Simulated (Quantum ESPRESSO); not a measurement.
# CuO (Cc) in Quantum ESPRESSO: equation of state, part 2 of 2

Quantum ESPRESSO 7.5. The steps go on from the part before.

## Step 3: Single point, PBE, 9.76 Å³/atom

Input file pw.in:

```
&CONTROL
  calculation = 'scf'
  prefix = 'pwscf'
  outdir = './tmp'
  pseudo_dir = './pseudo'
  tprnfor = .true.
  tstress = .true.
  disk_io = 'nowf'
/
&SYSTEM
  ibrav = 0
  nat = 4
  ntyp = 2
  ecutwfc = 55
  ecutrho = 440
  nbnd = 25
  occupations = 'smearing'
  smearing = 'fd'
  degauss = 0.00367493
/
&ELECTRONS
  conv_thr = 8d-10
  electron_maxstep = 120
  mixing_beta = 0.5
/
ATOMIC_SPECIES
Cu    63.5460 Cu.paw.z_11.ld1.psl.v1.0.0-low.upf
O     15.9990 O.pbe-n-kjpaw_psl.0.1.UPF
CELL_PARAMETERS angstrom
   2.3129614193   -1.6902429297    0.0000000000
   2.3129614193    1.6902429297    0.0000000000
  -0.8489194314    0.0000000000    4.9910602940
ATOMIC_POSITIONS crystal
Cu     0.0032000000    0.4968000000    0.0000000000
Cu     0.4968000000    0.0032000000    0.5000000000
O      0.5714000000    0.4056000000    0.2537000000
O      0.4056000000    0.5714000000    0.7537000000
K_POINTS automatic
10 10 5 0 0 0
```

Potentials or basis: SSSP 1.3 efficiency PBE.

The run is started by

```
$ OMP_NUM_THREADS=1 mpirun -n 2 pw.x -nk 2 -in pw.in > pw.out
```

pw.out:

```text
This program is part of the open-source Quantum ESPRESSO suite
     for quantum simulation of materials; please cite
         "P. Giannozzi et al., J. Phys.:Condens. Matter 21 395502 (2009);
         "P. Giannozzi et al., J. Phys.:Condens. Matter 29 465901 (2017);
         "P. Giannozzi et al., J. Chem. Phys. 152 154105 (2020);
     in publications or presentations arising from this work. More details at

     file Cu.paw.z_11.ld1.psl.v1.0.0-low.upf: wavefunction(s)  4S 3D renormalized
     file O.pbe-n-kjpaw_psl.0.1.UPF: wavefunction(s)  2P renormalized
     Message from routine setup:
     using ibrav=0 with symmetry is DISCOURAGED, use correct ibrav instead

     K-points division:     npool     =       2
     Subspace diagonalization in iterative solution of the eigenvalue problem:
     a serial algorithm will be used

     G-vector sticks info
     --------------------
     sticks:   dense  smooth     PW     G-vecs:    dense   smooth      PW
     Sum         985     483    155                40969    14503    2597

     Using Slab Decomposition

     bravais-lattice index     =            0
     lattice parameter (alat)  =       5.4136  a.u.
     unit-cell volume          =     263.3522 (a.u.)^3
     number of atoms/cell      =            4
     number of atomic types    =            2
     number of electrons       =        34.00
     number of Kohn-Sham states=           25
     kinetic-energy cutoff     =      55.0000  Ry
     charge density cutoff     =     440.0000  Ry
     scf convergence threshold =      8.0E-10
     mixing beta               =       0.5000
     number of iterations used =            8  plain     mixing
     Exchange-correlation= SLA  PW   PBX  PBC
                           (   1   4   3   4   0   0   0)

     celldm(1)=   5.413566  celldm(2)=   0.000000  celldm(3)=   0.000000
     celldm(4)=   0.000000  celldm(5)=   0.000000  celldm(6)=   0.000000

     crystal axes: (cart. coord. in units of alat)
               a(1) = (   0.807391  -0.590017   0.000000 )
               a(2) = (   0.807391   0.590017   0.000000 )
               a(3) = (  -0.296334   0.000000   1.742241 )

     reciprocal axes: (cart. coord. in units 2 pi/alat)
               b(1) = (  0.619279 -0.847433  0.105332 )
               b(2) = (  0.619279  0.847433  0.105332 )
               b(3) = ( -0.000000  0.000000  0.573973 )

     PseudoPot. # 1 for Cu read from file:
     Cu.paw.z_11.ld1.psl.v1.0.0-low.upf
     Pseudo is Projector augmented-wave + core cor, Zval = 11.0
     Generated using &quot;atomic&quot; code by A. Dal Corso  v.6.3MaX
     Shape of augmentation charge: PSQ
     Using radial grid of 1199 points,  6 beta functions with:
                l(1) =   0
                l(2) =   0
                l(3) =   1
                l(4) =   1
                l(5) =   2
                l(6) =   2
     Q(r) pseudized with 0 coefficients

     PseudoPot. # 2 for O  read from file:
     O.pbe-n-kjpaw_psl.0.1.UPF
     Pseudo is Projector augmented-wave + core cor, Zval =  6.0
     Generated using "atomic" code by A. Dal Corso  v.5.0.99 svn rev. 10869
     Shape of augmentation charge: BESSEL
     Using radial grid of 1095 points,  4 beta functions with:
                l(1) =   0
                l(2) =   0
                l(3) =   1
                l(4) =   1
     Q(r) pseudized with 0 coefficients

     atomic species   valence    mass     pseudopotential
     Cu               11.00    63.54600     Cu( 1.00)
     O                 6.00    15.99900     O ( 1.00)

      2 Sym. Ops. (no inversion) found ( 1 have fractional translation)

   Cartesian axes

     site n.     atom                  positions (alat units)
         1        Cu     tau(   1) = (   0.4036954   0.2912324   0.0000000  )
         2        Cu     tau(   2) = (   0.2555283  -0.2912324   0.8711205  )
         3        O      tau(   3) = (   0.7136408  -0.0978248   0.4420065  )
         4        O      tau(   4) = (   0.5654737   0.0978248   1.3131270  )

     number of k points=   141  Fermi-Dirac smearing, width (Ry)=  0.0037

     Number of k-points >= 100: set verbosity='high' to print them.

     Dense  grid:    40969 G-vectors     FFT dimensions: (  40,  40,  64)

     Smooth grid:    14503 G-vectors     FFT dimensions: (  25,  25,  48)

     Initial potential from superposition of free atoms

     starting charge      33.9995, renormalised to      34.0000
     Starting wfcs are   26 randomized atomic wfcs
     Checking if some PAW data can be deallocated...

     Self-consistent Calculation

     iteration #  1     ecut=    55.00 Ry     beta= 0.50
     Davidson diagonalization with overlap
     ethr =  1.00E-02,  avg # of iterations =  4.9

     total energy              =    -508.89630559 Ry
     estimated scf accuracy    <       1.01066546 Ry

     iteration #  2     ecut=    55.00 Ry     beta= 0.50
     Davidson diagonalization with overlap
     ethr =  2.97E-03,  avg # of iterations =  2.0

     total energy              =    -509.10239206 Ry
     estimated scf accuracy    <       1.80567372 Ry

     iteration #  3     ecut=    55.00 Ry     beta= 0.50
     Davidson diagonalization with overlap
     ethr =  2.97E-03,  avg # of iterations =  2.0
[... 36 lines left out ...]
     total energy              =    -509.38227924 Ry
     estimated scf accuracy    <       0.00000003 Ry

     iteration #  9     ecut=    55.00 Ry     beta= 0.50
     Davidson diagonalization with overlap
     ethr =  7.39E-11,  avg # of iterations =  3.6

     total energy              =    -509.38227925 Ry
     estimated scf accuracy    <          2.8E-09 Ry

     iteration # 10     ecut=    55.00 Ry     beta= 0.50
     Davidson diagonalization with overlap
     ethr =  8.31E-12,  avg # of iterations =  2.2

     End of self-consistent calculation

     Number of k-points >= 100: set verbosity='high' to print the bands.

     the Fermi energy is    10.5525 ev

!    total energy              =    -509.38227926 Ry
     total all-electron energy =     -6920.835596 Ry
     estimated scf accuracy    <          3.7E-10 Ry
     smearing contrib. (-TS)   =      -0.00136348 Ry
     internal energy E=F+TS    =    -509.38091578 Ry

     The total energy is F=E-TS. E is the sum of the following terms:
     one-electron contribution =     -78.22774308 Ry
     hartree contribution      =      80.35647198 Ry
     xc contribution           =    -104.10120851 Ry
     ewald contribution        =    -208.66205162 Ry
     one-center paw contrib.   =    -198.74638454 Ry

     convergence has been achieved in  10 iterations

     Forces acting on atoms (cartesian axes, Ry/au):

     atom    1 type  1   force =    -0.02888497    0.01671891    0.01144611
     atom    2 type  1   force =    -0.02888497   -0.01671891    0.01144611
     atom    3 type  2   force =     0.02888497    0.00635991   -0.01144611
     atom    4 type  2   force =     0.02888497   -0.00635991   -0.01144611

     Total force =     0.067092     Total SCF correction =     0.000007

     Computing stress (Cartesian axis) and pressure

          total   stress  (Ry/bohr**3)                   (kbar)     P=      138.43
   0.00095425   0.00000000  -0.00020385          140.38        0.00      -29.99
   0.00000000   0.00087448   0.00000000            0.00      128.64        0.00
  -0.00020385  -0.00000000   0.00099431          -29.99       -0.00      146.27

=------------------------------------------------------------------------------=
   JOB DONE.
=------------------------------------------------------------------------------=
```

Wall time 56 s (2 MPI ranks of Arm Neoverse V1, shared host); peak memory 0.36 GiB.

Results:

```
Free energy            : -6930.4990 eV
Pressure               : 13.8 GPa
Largest force          : 0.907 eV/Å
Band gap on the k mesh : none (metal or under the smearing width)
```

Caveat: the run has no spin polarisation, though such a crystal can be magnetic; semilocal functionals often make such compounds metallic where correlation or magnetic order opens a gap, which also shifts bond lengths.

## Step 4: Single point, PBE, 9.96 Å³/atom

pw.in, as its differences from that of step 3:

```diff
@@ -29,5 +29,5 @@
 CELL_PARAMETERS angstrom
-   2.3129614193   -1.6902429297    0.0000000000
-   2.3129614193    1.6902429297    0.0000000000
-  -0.8489194314    0.0000000000    4.9910602940
+   2.3289133814   -1.7019001459    0.0000000000
+   2.3289133814    1.7019001459    0.0000000000
+  -0.8547742332    0.0000000000    5.0254824872
 ATOMIC_POSITIONS crystal
```

The run is started by

```
$ OMP_NUM_THREADS=1 mpirun -n 2 pw.x -nk 2 -in pw.in > pw.out
```

It took 56 s on 2 MPI ranks of Arm Neoverse V1, shared host; peak memory 0.36 GiB.

The run converged. Its results:

```
Free energy            : -6930.5604 eV
Pressure               : 9.4 GPa
Largest force          : 0.839 eV/Å
Band gap on the k mesh : none (metal or under the smearing width)
```

Caveat: the run has no spin polarisation, though such a crystal can be magnetic; semilocal functionals often make such compounds metallic where correlation or magnetic order opens a gap, which also shifts bond lengths.

## Step 5: Single point, PBE, 10.16 Å³/atom

pw.in, as its differences from that of step 4:

```diff
@@ -29,5 +29,5 @@
 CELL_PARAMETERS angstrom
-   2.3289133814   -1.7019001459    0.0000000000
-   2.3289133814    1.7019001459    0.0000000000
-  -0.8547742332    0.0000000000    5.0254824872
+   2.3446497600   -1.7133998200    0.0000000000
+   2.3446497600    1.7133998200    0.0000000000
+  -0.8605499100    0.0000000000    5.0594394800
 ATOMIC_POSITIONS crystal
```

The run is started by

```
$ OMP_NUM_THREADS=1 mpirun -n 2 pw.x -nk 2 -in pw.in > pw.out
```

Run time: 57 s. Hardware: 2 MPI ranks of Arm Neoverse V1, shared host; peak memory 0.36 GiB.

The run converged. Its results:

```
Free energy            : -6930.6003 eV
Pressure               : 5.4 GPa
Largest force          : 0.775 eV/Å
Band gap on the k mesh : none (metal or under the smearing width)
```

Caveat: the run has no spin polarisation, though such a crystal can be magnetic; semilocal functionals often make such compounds metallic where correlation or magnetic order opens a gap, which also shifts bond lengths.

## Step 6: Single point, PBE, 10.37 Å³/atom

pw.in, as its differences from that of step 5:

```diff
@@ -29,5 +29,5 @@
 CELL_PARAMETERS angstrom
-   2.3446497600   -1.7133998200    0.0000000000
-   2.3446497600    1.7133998200    0.0000000000
-  -0.8605499100    0.0000000000    5.0594394800
+   2.3601776944   -1.7247471694    0.0000000000
+   2.3601776944    1.7247471694    0.0000000000
+  -0.8662490821    0.0000000000    5.0929466782
 ATOMIC_POSITIONS crystal
```

Potentials or basis: SSSP 1.3 efficiency PBE.

The run is started by

```
$ OMP_NUM_THREADS=1 mpirun -n 2 pw.x -nk 2 -in pw.in > pw.out
```

Wall time 70 s (2 MPI ranks of Arm Neoverse V1, shared host); peak memory 0.38 GiB.

It converged, with:

```
Free energy            : -6930.6210 eV
Pressure               : 1.9 GPa
Largest force          : 0.731 eV/Å
Band gap on the k mesh : none (metal or under the smearing width)
```

Caveat: the run has no spin polarisation, though such a crystal can be magnetic; semilocal functionals often make such compounds metallic where correlation or magnetic order opens a gap, which also shifts bond lengths.

## Step 7: Single point, PBE, 10.57 Å³/atom

pw.in, as its differences from that of step 6:

```diff
@@ -29,5 +29,5 @@
 CELL_PARAMETERS angstrom
-   2.3601776944   -1.7247471694    0.0000000000
-   2.3601776944    1.7247471694    0.0000000000
-  -0.8662490821    0.0000000000    5.0929466782
+   2.3755039530   -1.7359471401    0.0000000000
+   2.3755039530    1.7359471401    0.0000000000
+  -0.8718742338    0.0000000000    5.1260186872
 ATOMIC_POSITIONS crystal
```

The run is started by

```
$ OMP_NUM_THREADS=1 mpirun -n 2 pw.x -nk 2 -in pw.in > pw.out
```

Run time: 71 s. Hardware: 2 MPI ranks of Arm Neoverse V1, shared host; peak memory 0.4 GiB.

The run converged. Its results:

```yaml
Free_energy: -6930.6246 eV
Pressure: -1.3 GPa
Largest_force: 0.719 eV/Å
Band_gap_on_the_k_mesh: none (metal or under the smearing width)
```

Caveat: the run has no spin polarisation, though such a crystal can be magnetic; semilocal functionals often make such compounds metallic where correlation or magnetic order opens a gap, which also shifts bond lengths.

## Step 8: Single point, PBE, 10.77 Å³/atom

pw.in, as its differences from that of step 7:

```diff
@@ -29,5 +29,5 @@
 CELL_PARAMETERS angstrom
-   2.3755039530   -1.7359471401    0.0000000000
-   2.3755039530    1.7359471401    0.0000000000
-  -0.8718742338    0.0000000000    5.1260186872
+   2.3906349594   -1.7470044264    0.0000000000
+   2.3906349594    1.7470044264    0.0000000000
+  -0.8774277226    0.0000000000    5.1586693681
 ATOMIC_POSITIONS crystal
```

The run is started by

```
$ OMP_NUM_THREADS=1 mpirun -n 2 pw.x -nk 2 -in pw.in > pw.out
```

It took 72 s on 2 MPI ranks of Arm Neoverse V1, shared host; peak memory 0.4 GiB.

Results (log left out):

- Free energy: -6930.6128 eV
- Pressure: -4.2 GPa
- Largest force: 0.714 eV/Å
- Band gap on the k mesh: none (metal or under the smearing width)

Caveat: the run has no spin polarisation, though such a crystal can be magnetic; semilocal functionals often make such compounds metallic where correlation or magnetic order opens a gap, which also shifts bond lengths.

## Step 9: Equation of state, PBE

Potentials or basis: SSSP 1.3 efficiency PBE.

This step only gathers the single runs of the series.

What came out:

* Equilibrium volume: 10.51 Å³/atom
* Bulk modulus at fixed shape and positions: 162 GPa
* Pressure derivative of the bulk modulus: 4.7

Energy against volume, from the lowest point:
```
volume (Å³/atom)  energy (meV/atom)
           9.553              52.73
           9.756              31.41
           9.959              16.07
          10.163               6.09
          10.366               0.90
          10.569               0.00
          10.772               2.96
```

Caveat: the cell was scaled at fixed shape and fractional positions, which overstates the stiffness of a crystal with free parameters, most of all of layers and chains; the run has no spin polarisation, though such a crystal can be magnetic.
